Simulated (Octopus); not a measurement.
## CdS (Hawleyite) under changes of volume

One of the cells (24.808 Å³/atom); the others are scaled copies at fixed shape and fractional positions:

```
Cd S
1.0
     0.00000    2.91650    2.91650
     2.91650    0.00000    2.91650
     2.91650    2.91650    0.00000
Cd S
1 1
Direct
  0.00000 0.00000 0.00000
  0.75000 0.75000 0.75000
```

```yaml
Program: Octopus 16.4
Functional: PBEsol
Potentials_or_basis: pseudodojo_pbesol (PseudoDojo 0.4, PBEsol)
Grid_spacing: 0.118 Å
k_mesh: 8 × 8 × 8
Occupations: fermi-dirac, width 0.05 eV
Spin: no spin polarisation
```

```csv
volume (Å³/atom),energy over the lowest point (meV/atom),gap on the mesh (eV)
23.815,?,?
24.312,0.00,1.04
24.808,0.12,1.00
25.304,6.22,0.96
25.800,16.13,0.92
```

**Question.** What does the run at 23.815 Å³/atom give?

**Answer.** Energy over the lowest point 5.18 meV/atom; gap on the mesh 1.08 eV.

Worked out: A Birch-Murnaghan fit of order 2 (a polynomial in V^(-2/3)) to the other rows has its minimum at 24.52 Å³/atom with B0 = V·E''(V) = 87 GPa. It gives 5.19 meV/atom at 23.815 Å³/atom, against the run's 5.18. A straight line through the other rows of the gap, of slope -2.02 eV per unit of ln V (its deformation potential), extrapolates to 1.08 eV, against the run's 1.08.

Energies are extrapolated to zero smearing.

Spin-orbit coupling on Cd is left out.
